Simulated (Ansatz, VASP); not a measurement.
**TiAl: VASP beside Ansatz**

The input INCAR:

```
PREC = Accurate ; ENCUT = 520
EDIFF = 1E-6 ; ISMEAR = 0
SIGMA = 0.1 ; LREAL = F
LASPH = T ; NELM = 100
ALGO = Normal ; ISIF = 2
LWAVE = F ; LCHARG = T
LELF = T ; LVHAR = T
NBANDS = 14
```

The input KPOINTS:

```
Automatic mesh
0
Gamma
  9 9 4
```

The input POSCAR:

```
TiAl
1.0
    2.8672622300      0.0000000000      0.0000000000
   -1.4336311200      2.4831219300      0.0000000000
    0.0000000000      0.0000000000      4.6780830000
Ti Al
1 1
Direct
    0.0000000000      0.0000000000      0.0000000000
    0.3333333300      0.6666666700      0.5000000000
```

Input for Ansatz:

```yaml
crystal:
  lattice:
    - [2.86726223, 0.0, 0.0]
    - [-1.43363112, 2.48312193, 0.0]
    - [0.0, 0.0, 4.678083]
  atoms:
    - { symbol: Ti, position: [0.0, 0.0, 0.0] }
    - { symbol: Al, position: [0.33333333, 0.66666667, 0.5] }
basis:
  ecutwfc: 420
kpoints:
  mp_grid: { grid: [9, 9, 4] }
hamiltonian:
  xc: lda
  pseudopotentials: { kind: paw, azcp: { folder: soft_1 } }
scf:
  occupations: { method: gaussian, width: 0.1 }
output:
  forces: true
  stress: true
  eigenvalues: true
```

The cell comes from a database or a generator and needn't be the stable form of this composition.

Alike in both runs: task single point; functional LDA; k mesh 9 × 9 × 4; occupations gaussian, width 0.1 eV; no spin polarisation.

|  | VASP | Ansatz |
| --- | --- | --- |
| version | VASP 6.6.1 | Ansatz 0.2.0 |
| potentials or method | VASP PAW LDA potentials, release 64 (Ti_sv, Al) | scalar-relativistic, plane waves, PAW |
| plane-wave cutoff (eV) | 520 | 420 |
| valence electrons in the cell | 15 | 15 |

Ansatz gave:

- gap on the k mesh at the Fermi level (eV): none
- pressure (GPa): -6.1
- largest component of the traceless stress (GPa): 0.33

Q: Which values does VASP return?

A: gap on the k mesh at the Fermi level (eV): none; pressure (GPa): -6.0; largest component of the traceless stress (GPa): 0.24.

A gap of «none» marks a metal or a gap that the smearing closes. Ansatz warned: «pseudo_functional_mismatch».
